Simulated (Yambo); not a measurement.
# AlN: optical spectrum by the Bethe-Salpeter equation with PBE

**Experimental background.**

“Structural and optical properties of self-assembled AlN nanowires grown on SiO2/Si substrates by molecular beam epitaxy”, 2024, arxiv:2402.00216 quotes, for a bulk crystal of AlN at 0 K: band gap 6.0343 eV (an exciton energy, a little under the gap).

Crystal: AlN.

```
Al N
1.0
     3.11300    0.00000    0.00000
    -1.55650    2.69594    0.00000
     0.00000    0.00000    4.98100
Al N
2 2
Direct
  0.66667 0.33333 0.50000
  0.33333 0.66667 0.00000
  0.66667 0.33333 0.88000
  0.33333 0.66667 0.38000
```

```yaml
Program: Yambo 5.3.0
Task: optical spectrum by the Bethe-Salpeter equation
Functional: PBE
Potentials_or_basis: PseudoDojo 0.4.1 SR PBE standard
Cutoff: 1143 eV
Density_cutoff: 4572 eV
k_mesh: 6 × 6 × 4
Occupations: fixed
Spin: no spin polarisation
k_mesh_of_the_self-consistent_run: 12 × 12 × 6
Random_integration_of_the_Coulomb_term: yes
Direction_of_the_field_or_of_q_to_0: x + y + z
Broadening: 0.1 eV
Kernel: screened exchange
Terms_kept: resonant and antiresonant, uncoupled
Solver: diagonalisation
Correction_of_the_levels: scissor
Top_of_the_energy_range: 15 eV
Energy_points: 150
Scissor_shift: 1.25 eV
Bands_of_the_transition_space_first_last: "[6, 11]"
Bands_in_the_response: 33
Cutoff_of_the_response_matrix: 5 Ry
Cutoff_of_exchange_and_Vxc: 20 Ry
```

| Item | Value |
| --- | --- |
| Band gap on the k mesh, mean-field level | 4.22 eV, direct |
| Exciton binding energy | 0.46 eV |
| Lowest exciton energy | 5.01 eV |
| Lowest bright exciton energy | 5.01 eV |

Dielectric function (along the field direction of the input):
| energy (eV) | real part | imaginary part |
| --- | --- | --- |
| 0.30 | 3.09 | 0.00 |
| 0.81 | 3.11 | 0.01 |
| 1.31 | 3.16 | 0.01 |
| 1.81 | 3.23 | 0.02 |
| 2.32 | 3.33 | 0.02 |
| 2.82 | 3.47 | 0.03 |
| 3.32 | 3.66 | 0.05 |
| 3.83 | 3.95 | 0.07 |
| 4.33 | 4.41 | 0.12 |
| 4.83 | 5.46 | 0.49 |
| 5.34 | 4.24 | 0.94 |
| 5.84 | 6.98 | 0.79 |
| 6.34 | 4.90 | 6.80 |
| 6.85 | 7.79 | 8.32 |
| 7.35 | 1.68 | 4.54 |
| 7.85 | -0.65 | 11.41 |
| 8.36 | -1.40 | 5.04 |
| 8.86 | -1.67 | 3.07 |
| 9.36 | -1.07 | 2.31 |
| 9.87 | -1.16 | 1.37 |
| 10.37 | -1.39 | 1.96 |
| 10.87 | -1.39 | 1.62 |
| 11.38 | -1.31 | 0.97 |
| 11.88 | -1.22 | 0.43 |
| 12.38 | -0.76 | 0.13 |
| 12.89 | -0.44 | 0.10 |
| 13.39 | -0.23 | 0.04 |
| 13.89 | -0.06 | 0.03 |
| 14.40 | 0.06 | 0.02 |
| 15.00 | 0.18 | 0.02 |

Lowest exciton energies (eV): 5.01, 5.19, 5.19, 6.22, 6.22, 6.26, 6.26, 6.31

Excitons:
| energy (eV) | strength (relative to the strongest) |
| --- | --- |
| 5.014 | 0.11 |
| 5.191 | 0.024 |
| 5.191 | 0.19 |
| 6.216 | 0.051 |
| 6.219 | 0.38 |
| 6.256 | 2.9e-06 |
| 6.258 | 1.8e-05 |
| 6.307 | 0.49 |
| 6.422 | 4.8e-05 |
| 6.422 | 0.00034 |
| 6.510 | 2.6e-08 |
| 6.514 | 0.034 |

Against the measured gap of AlN, 6.0343 eV (an exciton energy, a little under the gap; 0 K; quoted in “Structural and optical properties of self-assembled AlN nanowires grown on SiO2/Si substrates by molecular beam epitaxy”, 2024, arxiv:2402.00216), the calculated 4.22 eV is off by -1.81 eV. 2 values of this kind are on record (6.034 to 6.0343 eV); this one was drawn at random. The value is that of PBE on a finite k mesh, which can miss the band edges, without temperature or zero-point motion. Semilocal functionals fall short of measured gaps as a rule.

Caveat: the scissor is the correction of the direct gap in an earlier G0W0 run on the same states; exciton energies and binding change strongly with the k mesh and aren't converged on this one; spectra need much finer meshes, so this one isn't converged.
